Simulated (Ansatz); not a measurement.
# MoSe2: the cost of one run

All numbers are computed with Ansatz 0.2.0, driven from Python. Level of theory: DFT PBE, plane waves, PAW.

The COD entry's cell or inner coordinates are ideal or old and differ from later refinements, so a difference from it is no clean test against experiment.

## (1) The structure

It takes space group P6_3/mmc (No. 194, hexagonal). The conventional cell has a = 3.288 Å, b = 3.288 Å, c = 12.900 Å, α = 90.00°, β = 90.00°, γ = 120.00°. Mo (site symmetry -6m2) has 6 Se at 2.49 Å as nearest neighbours. Around Se (site symmetry 3m) lie 3 Mo at 2.49 Å.

The script reads mose2.extxyz:

```xyz
6
Lattice="3.288 0.0 0.0 -1.644 2.84749153 0.0 0.0 0.0 12.9" Properties=species:S:1:pos:R:3 pbc="T T T"
Mo   -0.00000000    1.89832769    3.22500000
Mo    1.64400000    0.94916384    9.67500000
Se   -0.00000000    1.89832769    8.06250000
Se    1.64400000    0.94916384    1.61250000
Se   -0.00000000    1.89832769   11.28750000
Se    1.64400000    0.94916384    4.83750000
```

## (2) Script

Contents of pdos_mose2.py:

```python
# -*- coding: utf-8 -*-
import warnings

import ansatz
import numpy as np

warnings.simplefilter("ignore", ansatz.DeckWarning)

cell = ansatz.Crystal.from_extxyz("mose2.extxyz")

setup = (
    cell.calculation()
    .functional("pbe")
    .kpoints(9, 9, 2)
    .occupations(ansatz.OccupationsMethod.GAUSSIAN, width=0.1)
    .scf(extra_bands=18)
    .density_of_states(projected=True, method="smearing", broadening_width=0.15, energy_step=0.1)
)
result = setup.run()
r = result.report

dos = result.density_of_states()
energy = np.asarray(dos.energies_ev) - dos.fermi_ev
curves = {}
for site in result.projected_density_of_states().sites:
    for shell in site.shells:
        weight = sum(np.sum(curve.g_bin_mean_per_ev, axis=0) for curve in shell.curves)
        name = f"{site.species} {shell.label}"
        curves[name] = curves.get(name, 0) + weight

print("E-EF   " + " ".join(f"{name:>8s}" for name in curves))
for e in np.arange(-6, 4 + 0.1, 1.0):
    print(f"{e:5.1f}  " + " ".join(f"{np.interp(e, energy, g):8.3f}" for g in curves.values()))
```

## (3) The input behind the calls

The package turns the script's settings into the engine's input:

```yaml
crystal:
  lattice:
    - [3.288, 0.0, 0.0]
    - [-1.644, 2.84749153, 0.0]
    - [0.0, 0.0, 12.9]
  atoms:
    - { symbol: Mo, position: [0.3333333339186438, 0.6666666678372876, 0.25] }
    - { symbol: Mo, position: [0.6666666660813562, 0.3333333321627123, 0.75] }
    - { symbol: Se, position: [0.3333333339186438, 0.6666666678372876, 0.625] }
    - { symbol: Se, position: [0.6666666660813562, 0.3333333321627123, 0.125] }
    - { symbol: Se, position: [0.3333333339186438, 0.6666666678372876, 0.875] }
    - { symbol: Se, position: [0.6666666660813562, 0.3333333321627123, 0.375] }
kpoints:
  mp_grid:
    grid: [9, 9, 2]
hamiltonian:
  xc: pbe
scf:
  n_extra_bands: 18
  occupations:
    method: gaussian
    width: 0.1
output:
  dos:
    de: 0.1
    method:
      smearing:
        sigma: 0.15
    projected: true
```

## (4) The run

Started as:

```bash
$ python pdos_mose2.py
```

**Question.** How long does this script take on 1 thread of Arm Neoverse V1, shared host, and how much memory does it need?

About 11 s, with a peak of 0.5 GiB.
